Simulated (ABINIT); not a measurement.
Planning a run of ABINIT 10.8.3 on KF (Carobbiite). The input:

```
acell 3*1.0 Angstrom
rprim 
  0.000000000000 2.671850000000 2.671850000000
  2.671850000000 0.000000000000 2.671850000000
  2.671850000000 2.671850000000 0.000000000000
ntypat 2
znucl 19 9
natom 2
typat 1 2
xred 
  0.000000000000 0.000000000000 0.000000000000
  0.500000000000 0.500000000000 0.500000000000
pp_dirpath "pseudos"
pseudos "K.upf, F.upf"
ecut 36
ngkpt 4 4 4
nshiftk 1
shiftk 0 0 0
kptopt 1
chksymbreak 0
istwfk *1
occopt 1
irdwfk 1
optdriver 4
nband 147
gwcalctyp 10
ecutsigx 36
symsigma 1
nkptgw 8
kptgw 
  0.0000000000 0.0000000000 0.0000000000
  0.2500000000 0.0000000000 0.0000000000
  0.5000000000 0.0000000000 0.0000000000
  0.2500000000 0.2500000000 0.0000000000
  0.5000000000 0.2500000000 0.0000000000
  -0.2500000000 0.2500000000 0.0000000000
  0.5000000000 0.5000000000 0.0000000000
  -0.2500000000 0.5000000000 0.2500000000
bdgw 
  1 12
  1 12
  1 12
  1 12
  1 12
  1 12
  1 12
  1 12
ecuteps 7.2
irdscr 1
ppmodel 1
indata_prefix "in"
outdata_prefix "out"
tmpdata_prefix "tmp"
```

```sh
OMP_NUM_THREADS=1 mpirun -n 8 abinit run.abi > log
```

Q: How long will it take on 8 MPI ranks of Intel Xeon 6975P-C (Granite Rapids), shared host, and how much memory?

It took 80 s; on shared hardware allow 40 s to 2.7 min. Peak host memory was 2.1 GiB.

[Paths, hosts, dates, memory and timing lines, banners, echoed tables and standing remarks are left out of the program output.]

[Logs are printed without paths, hosts, clocks, repeated set-up lines and the standing remarks that a program may print on its own settings, such as how far it seeks lower states.]

[Runs of the session that timed out or met a known fault of the program may be left out.]

[Hosts, paths, dates, database ids (printed as entryN), source tags and the programs' standing remarks are cut or masked in the printed files.]

[G0W0 gaps are taken among the corrected bands and points alone; a level outside them can change the order at an edge.]

[Where Ansatz stands beside ABINIT at settings called matched, ABINIT's density can come from a denser mesh and the files from another edition; pairs whose starting gaps differed by over 0.03 eV were left out, so agreement reads better than it is.]
